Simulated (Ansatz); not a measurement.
## Si: Ge on a Si site

Computed with DFT PBE, scalar-relativistic, plane waves, PAW (Ansatz). Run with 420 eV cutoff, 2×2×2 k-mesh, shifted by half a step, Gaussian smearing of 0.02 eV, collinear spin in charge +1, -1 alone.

Host crystal, relaxed:

```
Si
1.0
     3.85128    0.00000    0.00000
    -1.92564    3.33531    0.00000
     0.00000    0.00000    6.36502
Si
4
Cartesian
  0.0000 2.2235 0.4006
  1.9256 1.1118 3.5831
  0.0000 2.2235 2.7820
  1.9256 1.1118 5.9645
```

Supercell of 36 atoms, rows in host cell vectors: 1 2 1; -2 -1 1; 1 -1 1. Atoms relax at the host's cell from a start displaced at random by 0.05 Å near the defect, so other minima may exist. The cell is small, so energies carry finite-size errors of tenths of an eV. The host's Kohn–Sham gap is 0.45 eV. Atoms are taken from and returned to the elements' standard states. Charged cells are corrected for image charges with the computed static dielectric tensor (mean 13.0) and aligned with the host's potential at far atoms (alignment terms reach 0.16 eV). No band-filling term is added, and the Fermi level counts from the host's valence band top.

Starting moments were lost in some runs.

Defect: Ge on a Si site at (0.333, 0.667, 0.063) of the host cell.

(1) What is the formation energy of the neutral defect?

(2) Does the neutral defect carry a moment, and how do its surroundings relax?

(3) Charges +1, 0, -1 were computed. Which is stable where in the gap?

Results:

(1) 0.07 eV.

(2) The neutral run had no spin polarisation, so a moment wasn't tested. The nearest neighbours before are 3 Si at 2.36 Å, 1 Si at 2.38 Å; after relaxation the atoms near the site are 3 Si at 2.40 Å, 1 Si at 2.42 Å; the largest move is 0.04 Å.

(3) Among the charges computed the stable one is 0 at the valence band top and stays so across the gap. In charge +1, -1 the extra carrier would gain by moving to a band edge of the host, so it isn't bound in the gap, though by less than the errors named above. In charge +1, -1 the cell has partly filled bands: a level of the defect may be part filled, the carrier may sit in the host's bands, or levels may cross between the k points, so transitions that involve it are doubtful. Levels between neighbouring charges: (+1/0) -0.37 eV, (0/-1) 0.74 eV.